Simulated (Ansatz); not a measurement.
Relaxed LiI (rock salt):

```yaml
crystal:
  lattice:
    - [0.00000, 3.00909, 3.00909]
    - [3.00909, 0.00000, 3.00909]
    - [3.00909, 3.00909, 0.00000]
  atoms:
    - { symbol: I, position: [0.00000, 0.00000, 0.00000] }
    - { symbol: Li, position: [0.50000, 0.50000, 0.50000] }
```

A phonon eigenvector at Γ is frozen into this cell: atom i moves by Q times the vector below, so Q is the largest atomic displacement, in Å. The cell is held. It is one choice among 3 degenerate patterns.

| atom | x | y | z |
|---|---|---|---|
| I1 | 0.000 | 0.000 | -0.055 |
| Li2 | 0.000 | 0.000 | 1.000 |

The numbers are results of r2SCAN (plane waves to 500 eV, PAW, scalar-relativistic; Ansatz, a quantum-chemistry and plane-wave program), not measurements. k mesh 10×10×10 (Γ-centred), Fermi-Dirac smearing 0.05 eV. E stands for the smeared free energy. LiI was relaxed with its symmetry unable to fall. Spin-orbit coupling is left out, though I is heavy. The zero of ΔE is the undisplaced structure.

The scan covers Q from -0.180 to 0.180 Å in 13 points.

### Question
Which space group does the distorted structure have?

### Answer
I4mm (No. 107), lowered from Fm-3m.

### Question
Is this a single well or a double well?

### Answer
A single well with its minimum at or next to zero displacement.

### Question
Is the energy the same for equal positive and negative displacements?

### Answer
Even: the same for both signs.

### Question
What is the energy change at Q = 0.180 Å?

### Answer
8.0 meV/cell.

### Question
What harmonic wavenumber does the curvature at Q = 0 give?

### Answer
125 cm⁻¹.

(A displaced cell: forces are minus the slopes of the energy, force constants its curvatures, and phonons follow from these.)
